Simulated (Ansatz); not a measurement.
**ZnS: from supercell energies to defect levels (S vacancy)**

Theory: Ansatz 0.2.0, DFT PBE, scalar-relativistic, plane waves, PAW. Settings: 420 eV cutoff, 4×3×3 k-mesh, shifted by half a step, Gaussian smearing of 0.01 eV, collinear spin in charge +1 alone.

Host crystal, relaxed:

```
Zn S
1.0
     3.84407    0.00000    0.00000
    -1.92203    3.32906    0.00000
     0.00000    0.00000    6.30464
Zn S
2 2
Cartesian
  0.0000 2.2194 0.0017
  1.9220 1.1097 3.1540
  0.0000 2.2194 2.3626
  1.9220 1.1097 5.5149
```

The S vacancy was set at (0.333, 0.667, 0.375) of the host cell, in a supercell of 16 sites (323 Å³), relaxed at fixed cell in each charge q. In charges +2, +1, 0 some atom moved by up to 0.7 Å, so the relaxed defect can differ in kind from the start: near the site, 4 Zn at 2.36 Å became 3 Zn at 2.80 Å, 1 Zn at 3.00 Å (charge +2); 3 Zn at 2.52 Å, 1 Zn at 2.93 Å (charge +1); 1 Zn at 1.80 Å, 3 Zn at 2.26 Å (charge 0). The host's Kohn–Sham gap is 2.08 eV and its static dielectric constant 9.2 (mean). For each charge: the supercell's free energy over the neutral one with q electrons exchanged at the valence band top, F(q) − F(0) + qE_v; the image-charge term; and the term that aligns the potential far from the defect with the host's.

```json
{"q": "+2", "F(q) − F(0) + qE_v (eV)": "-1.706", "image charge (eV)": "1.295", "alignment (eV)": "-1.674"}
{"q": "+1", "F(q) − F(0) + qE_v (eV)": "-0.538", "image charge (eV)": "0.324", "alignment (eV)": "-0.790"}
{"q": "0", "F(q) − F(0) + qE_v (eV)": "0.000", "image charge (eV)": "0.000", "alignment (eV)": "0.000"}
```

Problem. Add the terms and find the levels between neighbouring charges, ε(q/q′) = [A(q′) − A(q)]/(q − q′), with and without the two corrections.

Solution. A(q): -2.085 eV for +2, -1.004 eV for +1, 0.000 eV for 0.
```tsv
level	corrected (eV over E_v)	uncorrected (eV)
(+2/+1)	1.08	1.17
(+1/0)	1.00	0.54
```

As a check, a point charge in a simple cubic cell of this volume has q²αe²/(2εL) = 0.324 q² eV (e² = 14.40 eV Å, α = 2.837, L = 6.86 Å); the shape of the real cell and the anisotropy of ε can change it somewhat. The term grows as q², so it pushes donor levels down and acceptor levels up. The program doubts the alignment for q = +2, +1, so levels beside it are uncertain by about that term.

Problem. Which of these charges is lowest with the Fermi level at the valence band top, at mid-gap and at the conduction band bottom?

Solution. The line A(q) + qE_F that lies lowest gives the charge: +2 at E_F = 0.00 eV, +2 at E_F = 1.04 eV, 0 at E_F = 2.08 eV. The level (+2/+1) lies above (+1/0), so charge +1 is never the lowest: a negative-U pattern, with a direct (+2/0) level at 1.04 eV. In charge +1 the cell has partly filled levels, from a carrier spread over the host's bands, a defect level that the small cell broadens into a band, or a degenerate defect level that the symmetric start can't split, so the levels beside it are doubtful. Charges beyond those computed could lie lower near the band edges.

Problem. The neutral defect forms at 3.71 eV with atoms taken from and returned to the elements. What are the formation energies at those three Fermi levels, and what share of sites would hold the defect at 1200 K with E_F at mid-gap, if the host still stood at that temperature?

Solution. E_f = E_f(0) + A(q) + qE_F = 1.63, 3.71, 3.71 eV. In the dilute limit the share is exp(−E_f/k_BT) = exp(−3.706/0.1034) = 2.7×10⁻¹⁶, leaving out degeneracy and vibrational entropy. This is the S-rich limit; a poorer supply of S lowers E_f, in a binary host by up to its heat of formation per S atom. The small cell and the narrow Kohn–Sham gap leave errors of tenths of an eV or more, which change the share by orders of magnitude.

The clearest trend is structural: the Zn neighbours lie inside their starting distance in the neutral vacancy and move steadily outward as electrons are removed. Removing S leaves four Zn dangling orbitals, mainly 4s in character, whose symmetric combination holds two electrons in the neutral state. Filled, it binds the Zn atoms across the vacancy; emptied, it leaves cations that repel one another and relax towards their remaining S neighbours.

This relaxation lowers the energy of the empty state and raises that of the filled one, so it favours losing electrons in pairs and probably drives the negative-U pattern. The inversion is already present without corrections, but the image-charge term, growing as q², nearly cancels it. The alignment is almost linear in q, so it mainly shifts both levels together. The results therefore suggest a deep double donor, but settle neither its exact position nor the absence of a stable +1 state. With such large relaxations, optical transition energies could differ considerably from these thermodynamic levels.
